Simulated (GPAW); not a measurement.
The system is Fe.

```xyz
1
Lattice="-1.4430 1.4430 1.4430 1.4430 -1.4430 1.4430 1.4430 1.4430 -1.4430" Properties=species:S:1:pos:R:3 pbc="T T T"
Fe    0.0000    0.0000    0.0000
```

```yaml
Program: GPAW 26.7.0
Task: relaxation of cell and atoms
Functional: PBEsol
Dispersion: D3
Potentials_or_basis: PAW data sets generated in the run's folder for this functional
Cutoff: 600 eV
Basis: pw
k_mesh: 13 × 13 × 13
Occupations: fermi-dirac, width 0.05 eV
Spin: collinear spin, ferromagnetic start
Starting_moments: "[3.0] μB"
```

At the start: pressure -20.1 GPa; volume 12.02 Å³/atom.

Question: How do energy, volume and symmetry change on relaxing?

Answer: Over 4 steps the energy falls by 94.7 meV/atom and the volume is 10.71 Å³/atom (-10.9 %); space group Im-3m (No. 229, to 0.05 Å); moment 2.04 μB per cell.

Step by step:
| step | energy change (eV) | largest force (eV/Å) | pressure (GPa) | volume (Å³) |
| --- | --- | --- | --- | --- |
| 1 | 0.0000 | 0.0000 | -20.06 | 12.02 |
| 2 | -0.0750 | 0.0000 | -10.92 | 11.27 |
| 3 | -0.0928 | 0.0000 | 3.90 | 10.54 |
| 4 | -0.0947 | 0.0000 | -0.29 | 10.71 |

Final structure:
```xyz
1
Lattice="-1.3888 1.3888 1.3888 1.3888 -1.3888 1.3888 1.3888 1.3888 -1.3888" Properties=species:S:1:pos:R:3 pbc="T T T"
Fe    0.0000    0.0000    0.0000
```

Caveat: each step starts from the last one's moments, so a moment once lost doesn't come back; later steps reuse the first step's grids; pairwise dispersion overbinds metals, which lowers pressure and volume.
